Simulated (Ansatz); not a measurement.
# HfS2: the cost of one run

Computed with Ansatz 0.2.0 (DFT LDA, scalar-relativistic, plane waves, PAW, unless a step's input says otherwise).

### Step 1. The starting structure

The structure is trigonal, space group P-3m1 (No. 164). The conventional cell has a = 3.640 Å, b = 3.640 Å, c = 6.056 Å, α = 90.00°, β = 90.00°, γ = 120.00°. Hf (site symmetry -3m) has 6 S at 2.54 Å as nearest neighbours. S (site symmetry 3m) has 3 Hf at 2.54 Å as nearest neighbours.

Structure file:

```
CELL_PARAMETERS angstrom
3.63966 0.00000 0.00000
-1.81983 3.15204 0.00000
0.00000 0.00000 6.05556
ATOMIC_POSITIONS crystal
Hf 0.00000 0.00000 0.00000
S 0.66667 0.33333 0.76395
S 0.33333 0.66667 0.23605
```

Source of the structure: the Materials Project (structure only).

### Step 2. A first look at the start

File input.yaml:

```yaml
crystal:
  lattice:
    - [3.63966418, 0.0, 0.0]
    - [-1.81983209, 3.1520416411, 0.0]
    - [0.0, 0.0, 6.05556247]
  atoms:
    - { symbol: Hf, position: [0.0, 0.0, 0.0] }
    - { symbol: S, position: [0.66666667, 0.33333333, 0.76395205] }
    - { symbol: S, position: [0.33333333, 0.66666667, 0.23604795] }
basis:
  ecutwfc: 420
kpoints:
  mp_grid: { grid: [6, 6, 4] }
hamiltonian:
  xc: lda
scf:
  occupations: { method: gaussian, width: 0.1 }
output:
  forces: true
  stress: true
  eigenvalues: true
```

**Question.** How long does this run take on 1 thread of an Arm CPU, shared host, and how much memory does it need?

About 3.8 s, with a peak of 0.32 GiB.
